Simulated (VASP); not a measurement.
# SrO (Fm-3m) in VASP: a series of runs, part 2 of 2

VASP 6.6.1. The steps go on from the part before.

## Step 4: Single point, PBE

File INCAR:

```
SYSTEM = SrO
  PREC = Accurate
  ENCUT = 800
  EDIFF = 1E-7
  ISMEAR = 0
  SIGMA = 0.01
  LREAL = .FALSE.
  LASPH = .TRUE.
  NELM = 100
  ALGO = Normal
  ISIF = 2
  LWAVE = .FALSE.
  LCHARG = .FALSE.
  GGA = PE
  ADDGRID = .FALSE.
```

File KPOINTS:

```
Automatic mesh
0
G
  8 8 8
  0 0 0
```

File POSCAR:

```
SrO
1.0
    0.0000000000      2.5663000000      2.5663000000
    2.5663000000      0.0000000000      2.5663000000
    2.5663000000      2.5663000000      0.0000000000
Sr O
1 1
Direct
    0.5000000000      0.5000000000      0.5000000000
    0.0000000000      0.0000000000      0.0000000000
```

Potentials or basis: VASP PAW PBE potentials, release 64 (Sr_sv, O_h).

Launch:

```bash
$ cat potpaw_PBE.64/Sr_sv/POTCAR potpaw_PBE.64/O_h/POTCAR > POTCAR
$ mpirun -np 1 vasp_std > vasp.out
```

OUTCAR:

```text
SYSTEM = SrO
   PREC = Accurate
   ENCUT = 800
   EDIFF = 1E-7
   ISMEAR = 0
   LREAL = .FALSE.
   LASPH = .TRUE.
   NELM = 100
   ISIF = 2
   GGA = PE

 Found     29 irreducible k-points:

 Following reciprocal coordinates:
            Coordinates               Weight
  0.000000  0.000000  0.000000      1.000000
  0.125000  0.000000  0.000000      8.000000
  0.250000  0.000000  0.000000      8.000000
  0.375000  0.000000  0.000000      8.000000
  0.500000  0.000000  0.000000      4.000000
  0.125000  0.125000  0.000000      6.000000
   k-points           NKPTS =     29   k-points in BZ     NKDIM =     29   number of bands    NBANDS=     12
   number of dos      NEDOS =    301   number of ions     NIONS =      2
   total plane-waves  NPLWV =  46656
   dimension x,y,z NGX =    36 NGY =   36 NGZ =   36
   dimension x,y,z NGXF=    72 NGYF=   72 NGZF=   72
   ions per type =               1   1
   NGX,Y,Z   is equivalent  to a cutoff of  16.49, 16.49, 16.49 a.u.
   NGXF,Y,Z  is equivalent  to a cutoff of  32.98, 32.98, 32.98 a.u.
 SYSTEM =  SrO
   PREC   = accura    normal or accurate (medium, high low for compatibility)
   ISTART =      0    job   : 0-new  1-cont  2-samecut
   ICHARG =      2    charge: 1-file 2-atom 10-const
   ISPIN  =      1    spin polarized calculation?
   LNONCOLLINEAR =      F non collinear calculations
   LSORBIT =      F    spin-orbit coupling
   LASPH  =      T    aspherical Exc in radial PAW
   ENCUT  =  800.0 eV  58.80 Ry    7.67 a.u.   8.37  8.37  8.37*2*pi/ulx,y,z
   NELM   =    100;   NELMIN=  2; NELMDL= -5     # of ELM steps
   EDIFF  = 0.1E-06   stopping-criterion for ELM
   LREAL  =      F    real-space projection
   EDIFFG = 0.1E-05   stopping-criterion for IOM
   NSW    =      0    number of steps for IOM
   IBRION =     -1    ionic relax: 0-MD 1-quasi-New 2-CG
   NFREE  =      0    steps in history (QN), initial steepest desc. (CG)
   ISIF   =      2    stress and relaxation
   ISYM   =      2    0-nonsym 1-usesym 2-fastsym
   POTIM  = 0.5000    time-step for ionic-motion
   TEBEG  =    0.0;   TEEND  =   0.0 temperature during run
   PSTRESS=    0.0 pullay stress
   NELECT =      16.0000    total number of electrons
   NUPDOWN=      -1.0000    fix difference up-down
   EMIN   =  10.00;   EMAX   =-10.00  energy-range for DOS
   EFERMI =   0.00;   METHOD = LEGACY
   ISMEAR =     0;   SIGMA  =   0.01  broadening in eV -4-tet -1-fermi 0-gaus
   EFERMI_NEDOS =   21; number of points for ismear=-14 and -15
   IALGO  =     38    algorithm
   IMIX   =      4    mixing-type and parameters
     AMIX     =   0.40;   BMIX     =  1.00
     AMIX_MAG =   1.60;   BMIX_MAG =  1.00
  volume/ion in A,a.u.               =      16.90       114.06
  Fermi-wavevector in a.u.,A,eV,Ry     =   1.275843  2.410995 22.147245  1.627777
  Thomas-Fermi vector in A             =   2.408533
   LORBIT       =      0    0 simple, 1 ext, 2 COOP (PROOUT), +10 PAW based schemes
   GGA     = PE    functional components
   LHFCALC =     F    Hartree Fock is set to
   AEXX    =    0.0000 exact exchange contribution
   IVDW    =     0    specifies the selected vdW correction
   LEPSILON=     F    determine dielectric tensor
   LRPA    =     F    only Hartree local field effects (RPA)
 non-spin polarized calculation
 Gauss-broadening in eV      SIGMA  =   0.01
  energy-cutoff  :      800.00
  volume of cell :       33.80
 maximum number of plane-waves:      1807
 NGX is ok and might be reduce to    36
   NGX = 17   NGY = 17   NGZ = 17

 number of electron      16.0000002 magnetization

 Free energy of the ion-electron system (eV)
  ---------------------------------------------------
  ext. energy  EPLUGINS =         0.00000000
  ---------------------------------------------------
  free energy    TOTEN  =       -12.04115451 eV

  energy without entropy =      -12.04115451  energy(sigma->0) =      -12.04115451

 E-fermi :   2.0451     XC(G=0): -10.0545

 val. band max:        1.9133006208   @ k =   0.0000   0.0000   0.0000
 cond. band min:       5.1800438392   @ k =   0.5000   0.5000   0.0000
 fundamental gap:      3.2667432184
 Fermi energy:         2.0451156936

 k-point     1 :       0.0000    0.0000    0.0000
  band No.  band energies     occupation
      1     -30.4522      2.00000
      2     -13.1872      2.00000
      3     -12.0846      2.00000
      4     -12.0846      2.00000
      5     -12.0846      2.00000
      6       1.9133      2.00000
      7       1.9133      2.00000
      8       1.9133      2.00000
      9       5.9392      0.00000
     10       8.1407      0.00000
     11       8.1407      0.00000
     12       8.1407      0.00000

 k-point     2 :       0.1250    0.0000    0.0000
  band No.  band energies     occupation
      1     -30.4318      2.00000
      2     -13.5529      2.00000
      3     -12.0969      2.00000
      4     -12.0969      2.00000
      5     -11.7688      2.00000
      6       1.4624      2.00000
      7       1.7162      2.00000
      8       1.7162      2.00000
      9       6.6382      0.00000
     10       7.9923      0.00000
     11       8.4482      0.00000
     12       8.4482      0.00000

 k-point     3 :       0.2500    0.0000    0.0000
  band No.  band energies     occupation
      1     -30.3821      2.00000
      2     -14.1280      2.00000
      3     -12.1264      2.00000
      4     -12.1264      2.00000
      5     -11.3151      2.00000
      6       0.6343      2.00000
      7       1.2867      2.00000
      8       1.2867      2.00000
      9       7.9239      0.00000
     10       8.1877      0.00000
     11       9.2828      0.00000
     12       9.2828      0.00000

 k-point     4 :       0.3750    0.0000    0.0000
  band No.  band energies     occupation
      1     -30.3316      2.00000
      2     -14.5585      2.00000
      3     -12.1553      2.00000
      4     -12.1553      2.00000
      5     -11.0061      2.00000
      6      -0.0210      2.00000
      7       0.9117      2.00000
      8       0.9117      2.00000
      9       8.2567      0.00000
     10       9.7130      0.00000
     11      10.3012      0.00000
     12      10.3012      0.00000

 k-point     5 :       0.5000    0.0000    0.0000
  band No.  band energies     occupation
      1     -30.3104      2.00000
      2     -14.7157      2.00000
      3     -12.1671      2.00000
      4     -12.1671      2.00000
      5     -10.8992      2.00000
      6      -0.2639      2.00000
      7       0.7689      2.00000
      8       0.7689      2.00000
      9       8.4941      0.00000
     10      10.4196      0.00000
     11      10.7963      0.00000
     12      10.7963      0.00000

 k-point     6 :       0.1250    0.1250    0.0000
  band No.  band energies     occupation
      1     -30.4252      2.00000
      2     -13.5874      2.00000
      3     -12.1402      2.00000
      4     -12.1402      2.00000
      5     -11.6950      2.00000
      6       1.1509      2.00000
      7       1.8455      2.00000
      8       1.8455      2.00000
      9       6.7032      0.00000
     10       7.4562      0.00000
     11       8.8009      0.00000
     12       8.8009      0.00000

 [... further k-points ...]
[... 5 lines left out ...]
  --------------------------------------------------------------------------------------
  -------------------------------------------------------------------------------------
  Total        0.4765523      0.4765523      0.4765523      0.0000000     -0.0000000      0.0000000
  in kB       22.5875366     22.5875366     22.5875366      0.0000000     -0.0000000      0.0000000
  external PRESSURE =      22.5875366 kB  Pullay stress =       0.0000000 kB

 VOLUME and BASIS-vectors are now :
 -----------------------------------------------------------------------------
  energy-cutoff  :      800.00
  volume of cell :       33.80
      direct lattice vectors                 reciprocal lattice vectors
     0.000000000  2.566300000  2.566300000    -0.194833028  0.194833028  0.194833028
     2.566300000  0.000000000  2.566300000     0.194833028 -0.194833028  0.194833028
     2.566300000  2.566300000  0.000000000     0.194833028  0.194833028 -0.194833028

 POSITION                                       TOTAL-FORCE (eV/Angst)
 -----------------------------------------------------------------------------------
      2.56630      2.56630      2.56630        -0.000000     -0.000000     -0.000000
      0.00000      0.00000      0.00000         0.000000      0.000000      0.000000
 -----------------------------------------------------------------------------------
    total drift:                                0.000000      0.000000      0.000000

  FREE ENERGIE OF THE ION-ELECTRON SYSTEM (eV)
  ---------------------------------------------------
  free  energy   TOTEN  =       -12.0411545104 eV

  energy  without entropy=      -12.0411545104  energy(sigma->0) =      -12.04115451
```

OSZICAR:

```text
N       E                     dE             d eps       ncg     rms          rms(c)
DAV:   1     0.992919380942E+02    0.99292E+02   -0.10432E+04   696   0.178E+03
DAV:   2    -0.636285885447E+01   -0.10565E+03   -0.95994E+02  1012   0.293E+02
DAV:   3    -0.139386711228E+02   -0.75758E+01   -0.74533E+01   888   0.701E+01
DAV:   4    -0.142168235017E+02   -0.27815E+00   -0.27790E+00   988   0.107E+01
DAV:   5    -0.142201317297E+02   -0.33082E-02   -0.33081E-02   844   0.143E+00    0.168E+01
DAV:   6    -0.121360988847E+02    0.20840E+01   -0.10079E+01   832   0.235E+01    0.210E+01
DAV:   7    -0.120495338140E+02    0.86565E-01   -0.68833E-01   884   0.733E+00    0.116E+01
DAV:   8    -0.120402099400E+02    0.93239E-02   -0.15460E-01   744   0.447E+00    0.150E+00
DAV:   9    -0.120403349243E+02   -0.12498E-03   -0.16571E-02  1020   0.114E+00    0.242E-01
DAV:  10    -0.120410155791E+02   -0.68065E-03   -0.15500E-03   732   0.380E-01    0.710E-02
DAV:  11    -0.120411490660E+02   -0.13349E-03   -0.12566E-04   824   0.110E-01    0.844E-02
DAV:  12    -0.120411540892E+02   -0.50232E-05   -0.29031E-05   960   0.466E-02    0.191E-02
DAV:  13    -0.120411544862E+02   -0.39698E-06   -0.21962E-06   832   0.147E-02    0.140E-02
DAV:  14    -0.120411545104E+02   -0.24170E-07   -0.11100E-07   640   0.378E-03
   1 F= -.12041155E+02 E0= -.12041155E+02  d E =-.114272E-79
```

stdout:

```text
POSCAR found type information on POSCAR SrO
 POSCAR found :  2 types and       2 ions
 scaLAPACK will be used
 LDA part: xc-table for (Slater+PW92), standard interpolation
 POSCAR, INCAR and KPOINTS ok, starting setup
 FFT: planning ... GRIDC
 FFT: planning ... GRID_SOFT
 FFT: planning ... GRID
 WAVECAR not read
 entering main loop
```

Wall time 57 s (1 thread of Intel Xeon Platinum 8375C at 2.90GHz (Ice Lake), shared host); peak memory 0.21 GiB.

The run converged, but some of its settings lie outside the range that counts as converged, so its numbers aren't taken as properties of the crystal.

Results:

* Free energy: -12.0412 eV
* Band gap on the k mesh: 3.27 eV, indirect (least direct gap 3.35 eV)

Caveat: the cutoff is under 1.25 times the usual one of these potentials, so pressure, stress and relaxed cells hold a basis-set (Pulay) error.
